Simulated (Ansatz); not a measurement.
Runs of Ansatz 0.2.0 on Sn. The structure is tetragonal, space group I4/mmm (No. 139). The conventional cell has a = 4.058 Å, b = 4.058 Å, c = 3.322 Å, α = 90.00°, β = 90.00°, γ = 90.00°. Around Sn (site symmetry 4/mmm) lie 10 Sn at 3.32 Å. This isn't the form of Sn at room conditions, which is tetragonal (white tin).

| level | gap on the mesh (eV) | pressure (GPa) | relaxed volume (Å³/atom) |
| --- | --- | --- | --- |
| RPBE+D3(BJ) | none | 0.0 | 20.68 |
| PBEsol+D4 | none | 0.0 | 25.54 |
| BLYP+D4 | none | 0.0 | (a) |
| BLYP+D3(BJ) | none | 0.0 | (b) |
| revPBE+D3(BJ) | none | 0.0 | 26.03 |

Alike in all rows: task relaxation of cell and atoms; potentials or basis Ansatz PAW; no spin polarisation; cell relaxed; k mesh 10 × 10 × 10; cutoff (eV) 420; smearing fermi-dirac 0.05 eV.

Estimate the missing entries.

(a) 28.00; (b) 27.48.

Caveats: the plane-wave basis is chosen anew once the cell has moved, so the energies of steps on either side of that aren't comparable; pairwise dispersion overbinds metals, which lowers pressure and volume; the PAW data sets come from PBE, with cores solved anew for the run's functional, which leaves a small shift of forces and pressure; the volume moved by over 15 % at a fixed basis, so the end points are rough (some runs).

A k mesh can miss the band edges, and the runs leave out spin-orbit coupling on Sn.

A gap of «none» marks a metal or a gap under the smearing width.

Runs at the PBE level aren't shown here.
